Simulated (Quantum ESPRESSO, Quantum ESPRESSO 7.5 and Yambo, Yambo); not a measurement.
**How the form of the self-energy moves the gap of P (puckered monolayer)**

Wanted: the gap of P (puckered monolayer) under several approximations, with cost.

Calculated with Quantum ESPRESSO 7.5 and Yambo 5.3.0; PBE and many-body steps on it, plane waves.

**What was measured.**

- Gap 2.2 eV: quasiparticle gap; monolayer (quoted in “Experimental evidence of monolayer arsenene: An exotic two-dimensional semiconducting material”, 2018, arxiv:1812.05978).

- Gap 1 eV: monolayer transport gap from transistor characteristics; field-effect transistor transfer characteristics; monolayer (quoted in “Exceptional and Anisotropic Transport Properties of Photocarriers in Black Phosphorus”, 2015, arxiv:1503.08525).

- Gap 1.67 eV: optical gap of monolayer from PL emission peak; photoluminescence; 300 K; monolayer (exfoliated monolayer) (“Infrared fingerprints of few-layer black phosphorus”, 2016, arxiv:1607.08049).

- Gap 2.102 ± 0.015 eV: optical gap, neutral exciton PL emission energy (mean over flakes); low-temperature micro-photoluminescence; monolayer (exfoliated flakes on Si with about 2 nm native oxide) on Si (“Excitons in atomically thin black phosphorus”, 2016, arxiv:1601.01110).

- Gap 1.991 ± 0.036 eV: optical gap, neutral exciton PL emission energy (mean over flakes); low-temperature micro-photoluminescence; monolayer (exfoliated flakes on Si with 300 nm SiO2) on SiO2/Si (“Excitons in atomically thin black phosphorus”, 2016, arxiv:1601.01110).

This is a selection; 2 further reports are not listed.

**1. Starting point**

The cell holds 4 atoms: 4 P. Its edges and angles: a = 4.626 Å, b = 3.304 Å, c = 14.000 Å, α = 90.0°, β = 90.0°, γ = 90.0°. Vacuum lies along c.

The structure was relaxed with PBE. The runs that relaxed it are not among those shown.

**2. Empty states on the mesh, 4×6×1 mesh, 294 bands**

This step: Quantum ESPRESSO 7.5; DFT, PBE, plane waves, norm-conserving pseudopotentials.

The sums over transitions need many empty states on a uniform mesh; this step solves for them.

File pw.in:

```
&control
  calculation = 'nscf'
  prefix = 'x'
  outdir = 'o'
  pseudo_dir = 'pseudo'
/
&system
  ibrav = 0
  nat = 4
  ntyp = 1
  ecutwfc = 36.0
  nbnd = 294
  force_symmorphic = .true.
/
&electrons
  conv_thr = 1e-9
  electron_maxstep = 80
  diago_full_acc = .true.
  diago_thr_init = 5e-6
/
ATOMIC_SPECIES
  P 30.974 P.upf
CELL_PARAMETERS angstrom
  4.6261974460 0.0000000000 0.0000000000
  0.0000000000 3.3043566150 0.0000000000
  0.0000000000 0.0000000000 14.0000000000
ATOMIC_POSITIONS crystal
  P 0.0887347685 0.0000000000 0.5752704305
  P 0.4112652315 0.5000000000 0.5752704305
  P 0.5887347685 0.5000000000 0.4247295489
  P 0.9112652315 0.0000000000 0.4247295489
K_POINTS automatic
  4 6 1 0 0 0
```

Run with:

```
$ OMP_NUM_THREADS=1 mpirun -n 4 pw.x -nk 4 -in pw.in > pw.out
```

Log:

```text
Program PWSCF v.7.5 starts

     This program is part of the open-source Quantum ESPRESSO suite
     for quantum simulation of materials; please cite
         "P. Giannozzi et al., J. Phys.:Condens. Matter 21 395502 (2009);
         "P. Giannozzi et al., J. Phys.:Condens. Matter 29 465901 (2017);
         "P. Giannozzi et al., J. Chem. Phys. 152 154105 (2020);
     in publications or presentations arising from this work. More details at

     Atomic positions and unit cell read from directory:
     o/x.save/

     Message from routine setup:
[...]
22.7105  23.3854  23.6390  24.1293  24.4335  24.6991  24.8971  25.0246
     [... 25 further rows ...]
    66.0135  66.4106  66.7575  66.7824  66.9915  67.1040  67.1890  67.3134
    67.5269  67.7291  67.8699  68.1647  68.1972  68.2585

          k = 0.0000-0.7000 0.0000 (  5320 PWs)   bands (ev):

     [... further k-points ...]

     highest occupied, lowest unoccupied level (ev):    -0.7369    0.1699

     XML data file, pseudopotentials, collected wavefunctions

=------------------------------------------------------------------------------=
   JOB DONE.
=------------------------------------------------------------------------------=
```

It took 65 s on 4 MPI ranks of Arm Neoverse V1, shared host; peak memory 0.76 GiB; 4.3 min of CPU time.

Numbers from this step:

| Quantity | Value |
| --- | --- |
| gap | 0.9068 eV |
| k of the valence top | 0, 0, 0 |
| k of the conduction bottom | 0, 0, 0 |
| least direct gap | 0.9068 eV |
| k points computed | 12 |
| lowest point of the top converged band, above the valence top | 67.4032 eV |

On this mesh the gap is 0.907 eV.

The density comes from a self-consistent run that is not shown.

**3. Conversion and set-up**

This step: Yambo 5.3.0; conversion and set-up on PBE, plane waves, norm-conserving pseudopotentials.

The states are converted to the many-body program's format and the q mesh is built.

Run with:

```
$ (cd o/x.save; p2y > p2y.log; mv SAVE ../..); yambo > setup.log
```

Log:

```text
 Yambo, version 5.3.0

 [02] CORE Variables Setup
 =========================

  [02.01] Unit cells
  ==================

  Cell kind             :  Unknown
  Atoms in the cell     :  P
  number of P  atoms    :   4

  List of atomic masses
  Mass of P     :  30.97400

  List of atomic coordinates    : [cc]
  P1       :   0.77574   0.00000  15.21945  order 1
  P2       :   3.59538   3.12216  15.21945  order 2
  P3       :   5.14686   3.12216  11.23672  order 3
  P4       :   7.96650   0.00000  11.23672  order 4

  Alat factors          :   8.74225   6.24433  26.45617 [a.u.]
[...]
K/Q-points units:
 rlu = crystal or reduced units; cc = cartesian coordinates; iku = interal k-units

 Q [ 1]         [rlu]:  0.000000  0.000000  0.000000
 Q [ 2]         [rlu]:  0.000000  0.166667  0.000000
 Q [ 3]         [rlu]:  0.000000  0.333333  0.000000
[...]
Q [ 8]         [rlu]:  0.250000 -0.500000  0.000000
 Q [ 9]         [rlu]: -0.500000  0.000000  0.000000
 Q [10]         [rlu]: -0.500000  0.166667  0.000000
 Q [11]         [rlu]: -0.500000  0.333333  0.000000
 Q [12]         [rlu]: -0.500000 -0.500000  0.000000

  [03.01] X indexes
  =================

   [03.01.01] Sigma indexes
   ========================

 [06] Game Over & Game summary
```

It took 1.9 s on 1 MPI rank; peak memory 0.24 GiB.

**4. G0W0, Godby-Needs plasmon pole**

G0W0 replaces the xc potential by the self-energy, built once from these orbitals. Only a window of levels is corrected, while the sums run over the empty bands that the input names.

This step: G0W0 on PBE, plane waves, norm-conserving pseudopotentials.

File gw2.in:

```
HF_and_locXC
gw0
dyson
ppa
em1d
rim_cut
rim_w
RandQpts= 3000000
RandGvec= 100 RL
CUTGeo= "slab z"
RandGvecW= 9 RL
EXXRLvcs= 36 Ry
VXCRLvcs= 144 Ry
Chimod= "HARTREE"
% BndsRnXp
 1 | 142 |
%
NGsBlkXp= 9.5 Ry
% LongDrXp
 1 | 1 | 0 |
%
% GbndRnge
 1 | 142 |
%
DysSolver= "n"
ExtendOut
PPAPntXp= 27.21138 eV
% QPkrange
 1 | 1 | 9 | 12 |
%
```

Run with:

```
$ OMP_NUM_THREADS=1 mpirun -n 4 yambo -F gw2.in -J gw2 -C gw2 > gw2.log
```

Log:

```text
 Yambo, version 5.3.0

 [02] CORE Variables Setup
 =========================

  [... cell, symmetries and grids as in the set-up ...]

  [02.05] Energies & Occupations
  ==============================

  [X] === General ===
  [X] Electronic Temperature                        :  0.000000  0.000000 [eV K]
  [X] Bosonic    Temperature                        :  0.000000  0.000000 [eV K]
  [X] Finite Temperature mode                       : no
  [X] El. density                                   :  0.93452E+23 [cm-3]
  [X] Fermi Level                                   : -0.736863 [eV]

  [X] === Gaps and Widths ===
  [X] Conduction Band Min                           :  0.906761 [eV]
  [X] Valence Band Max                              :  0.000000 [eV]
  [X] Filled Bands                                  :  10
  [X] Empty Bands                                   :   11  294
  [X] Direct Gap                                    :  0.906761 [eV]
  [X] Direct Gap localized at k                     :  1
  [X] Indirect Gap                                  :  0.906761 [eV]
  [X] Indirect Gap between kpts                     :  1  1
  [X] Last valence band width                       :  1.927019 [eV]
  [X] 1st conduction band width                     :  1.895552 [eV]

 [03] Transferred momenta grid and indexing
 ==========================================

 IBZ Q-points                                      :  12
 BZ  Q-points                                      :  24

 K/Q-points units:
 rlu = crystal or reduced units; cc = cartesian coordinates; iku = interal k-units

 Q [ 1]         [rlu]:  0.000000  0.000000  0.000000
 Q [ 2]         [rlu]:  0.000000  0.166667  0.000000
 Q [ 3]         [rlu]:  0.000000  0.333333  0.000000
 Q [ 4]         [rlu]:  0.000000 -0.500000  0.000000
 Q [ 5]         [rlu]:  0.250000  0.000000  0.000000
 Q [ 6]         [rlu]:  0.250000  0.166667  0.000000
 Q [ 7]         [rlu]:  0.250000  0.333333  0.000000
 Q [ 8]         [rlu]:  0.250000 -0.500000  0.000000
 Q [ 9]         [rlu]: -0.500000  0.000000  0.000000
 Q [10]         [rlu]: -0.500000  0.166667  0.000000
 Q [11]         [rlu]: -0.500000  0.333333  0.000000
 Q [12]         [rlu]: -0.500000 -0.500000  0.000000

 [04] Coloumb potential Random Integration (RIM)
 ===============================================

 Performing RIM of v_slab

  [04.01] RIM initialization
  ==========================

  * Diagonal components only detected *

  8 x (sBL volume)        :  0.057251 [a.u.]
  sBZ random points       :  3000000
  Points outside the sBZ  :  24001885
  RL volume               :  0.171753 [a.u.]
  Integrated volume       :  0.171739 [a.u.]

  [04.02] RIM integrals
  =====================

  Gamma point sphere radius             :  0.043799 [a.u.]
  Points outside the sphere             :  2398566
  [Int_sBZ(q=0) 1/q^2]*(Vol_sBZ)^(-1/3) =:  7.478335
                                 should be <:  7.795600

  Summary of Coulomb integrals for non-metallic bands |Q|[au] RIM/Bare

  Q [1] 0.100000E-4 0.959302 * Q [2] 0.167704 0.969668
  Q [5] 0.179679 1.015114 * Q [6] 0.245782 1.037537
  Q [3] 0.335408 1.021472 * Q [9] 0.359358 1.032119
  Q [7] 0.380503 1.024585 * Q [10] 0.396563 1.028731
  Q [11] 0.491565 1.019804 * Q [4] 0.503111 1.015563
  Q [8] 0.534234 1.015048 * Q [12] 0.618271 1.012660
  Non-periodic chartesian directions : none
  Optical renormalization            :  26.45617 [au]
  Polarizability dimension           : length

 [05] Coloumb potential CutOffslab
 =================================

 Cut directionsZ
 Slab Cutoff:Z
 Symmetry test passed : yes

 [06] Dipoles
 ============

  [06.01] Setup: observables and procedures
  =========================================

  [WARNING] [x,Vnl] slows the Dipoles computation. To neglect it rename the ns.kb_pp file

 [07] Dynamic Dielectric Matrix (PPA)
 ====================================

 [WR./gw2//ndb.pp]---------------------------------------------------------------
  Brillouin Zone Q/K grids (IBZ/BZ)                :  12  24  12  24
[...]
X matrix size                                    :   781
  X band range                                     :    1  142
  X e/h energy range                               : -1.000000 -1.000000 [eV]
  X Time ordering                                  : R
  X Hxc Kernel                                     : HARTREE
  X Drude frequency                                :  0.000000  0.000000
  X poles                                          :  100.0000 [o/o]
  RL vectors in the sum                            :   6937
  [r,Vnl] included                                 : yes
  Field direction                                  :  0.707107E-5  0.707107E-5   0.00000
  BZ energy Double Grid                            : no
  BZ energy DbGd points                            : 0
  BZ Q point size factor                           : -1.000000
  X Optical Averaged directions                    : none

 [08] Local Exchange-Correlation + Non-Local Fock
 ================================================

 [VXC] Plane waves :   42135
 [EXS] Plane waves :   5277

 QP @ state[ 1 ] K range:  1  1
 QP @ state[ 1 ] b range:   9  12

 [xc] Functional : Perdew, Burke & Ernzerhof(X)+Perdew, Burke & Ernzerhof(C)
 [xc] LIBXC used to calculate xc functional
  PP Number of Atomic Species                      :  1
  NLCC RL compoments                               :   42135
  PP Number of Atomic Species                      :  1
  NLCC RL compoments                               :   42135

 [xc] E_xc :  -6.689322 [Ha]
      E_xc :  -13.37864 [Ry]

  Local XC kind (lXC) : Perdew, Burke & Ernzerhof(X)+Perdew, Burke & Ernzerhof(C)
  Non-Local XC kind (nlXC) : Hartree-Fock

  Corrections @ K [1] :  [eV]
 <9|nlXC|9> = -13.05205 -0.14311E-16 <9|lXC|9> = -10.56776 -0.18882E-15
 <10|nlXC|10> = -13.27522 -0.88081E-17 <10|lXC|10> = -11.64948 -0.18882E-15
 <11|nlXC|11> = -6.378323  0.12226E-19 <11|lXC|11> = -9.945842  0.37763E-15
 <12|nlXC|12> = -6.527958  0.16109E-17 <12|lXC|12> = -10.94050 -0.11360E-30

 [09] Dyson equation: Newton solver
 ==================================

  [09.01] RIM-W interpolation
  ===========================

  [WARNING] RIM-W works only for 2D semiconductors with slab cutoff
  Found compatible q grid: 2D
  q_min[ 1 ]:  0.250000  0.000000  0.000000 [rlu]
   0.250000  0.000000  0.000000 [iku]
  q_min[ 2 ]:  0.000000  0.166667  0.000000 [rlu]
   0.000000  0.166667  0.000000 [iku]
  G-vectors :   9
  G-vectors loaded:   83
  Number of interpolated frequencies:  2

  Evaluating coefficients q = 0
  Evaluating coefficients q = 0

  [09.02] RIM-W integrals
  =======================

  8 x (sBL volume)        :  0.057251 [a.u.]
  sBZ random points       :  3000000
  Points outside the sBZ  :  24001885
  RL volume               :  0.171753 [a.u.]
  Integrated volume       :  0.171739 [a.u.]

  [09.03] RIM integrals
  =====================

  Comparison between head Wc = W - v averages: < Wc > [au] RIM-W/RIM

   < -Wc [Q = 1] > 0.424711E-1 0.634898E-4 * < -Wc [Q = 2] > 0.006931 0.006793
   < -Wc [Q = 3] > 0.001382 0.001361 * < -Wc [Q = 4] > 0.484404E-3 0.480198E-3
   < -Wc [Q = 5] > 0.006337 0.006160 * < -Wc [Q = 6] > 0.003086 0.002939
   < -Wc [Q = 7] > 0.988158E-3 0.965712E-3 * < -Wc [Q = 8] > 0.402988E-3 0.398549E-3
   < -Wc [Q = 9] > 0.001189 0.001165 * < -Wc [Q = 10] > 0.907911E-3 0.889051E-3
   < -Wc [Q = 11] > 0.493214E-3 0.483517E-3 * < -Wc [Q = 12] > 0.258367E-3 0.254430E-3

  Comparison between head Wc = W - v averages: < Wc > [au] RIM-W/RIM

   < -Wc [G = 1,G`=0] > 0.424711E-1 0.634898E-4 * < -Wc [G = 2,G`=0] >-0.001639 0.000000
   < -Wc [G = 3,G`=0] >-0.001639 0.000000 * < -Wc [G = 4,G`=0] > 0.118768E-4  0.00000
   < -Wc [G = 5,G`=0] > 0.118768E-4  0.00000 * < -Wc [G = 6,G`=0] > 0.113753E-3  0.00000
   < -Wc [G = 7,G`=0] > 0.113753E-3  0.00000 * < -Wc [G = 8,G`=0] > 0.76603E-11  0.0000
   < -Wc [G = 9,G`=0] > 0.77384E-11  0.0000

 [10] G0W0 (W PPA)
 =================

 [  GW  ] Bands range     :    1  142
 [GW/PPA] G damping       :  0.100000 [eV]

 QP @ state[ 1 ] K range:  1  1
 QP @ state[ 1 ] b range:   9  12

  Sc/G bands                                       :    1  142
  Sc/G damping                                     :  0.100000 ev
  Sc bands terminator                              : no
  Sx RL components                                 :   5277

  QP @ state[ 1 ] K range                          :  1  1
  QP @ state[ 1 ] b range                          :   9  12
  GF energies kind                                 : Perdew, Burke & Ernzerhof(X)+Perdew, Burke & Ernzerhof(C)
  GF WF`s kind                                     : Perdew, Burke & Ernzerhof(X)+Perdew, Burke & Ernzerhof(C)
  Xs energies kind                                 : Perdew, Burke & Ernzerhof(X)+Perdew, Burke & Ernzerhof(C)
  Xs WF`s kind                                     : Perdew, Burke & Ernzerhof(X)+Perdew, Burke & Ernzerhof(C)

 [14] Game Over & Game summary
```

Run time: 4.9 min. Hardware: 4 MPI ranks; peak memory 2.2 GiB; 20 min of CPU time.

Numbers from this step:

```
G0W0 gap on the points computed              : 2.009 eV
starting gap on the mesh                     : 0.9068 eV
k of the valence top                         : 0, 0, 0
k of the conduction bottom                   : 0, 0, 0
least direct G0W0 gap on the computed points : 2.009 eV
Z at the valence top                         : 0.7171
Z at the conduction bottom                   : 0.7264
```

The gap on the mesh goes from 0.91 eV to 2.01 eV, a correction of +1.10 eV.

(Continued in part 2 of 2.)

[Paths, hosts, dates, memory and timing lines, banners, echoed tables and standing remarks are left out of the program output.]

[Logs are printed without paths, hosts, clocks, repeated set-up lines and the standing remarks that a program may print on its own settings, such as how far it seeks lower states.]

[Runs of the session that timed out or met a known fault of the program may be left out.]

[Hosts, paths, dates, database ids (printed as entryN), source tags and the programs' standing remarks are cut or masked in the printed files.]
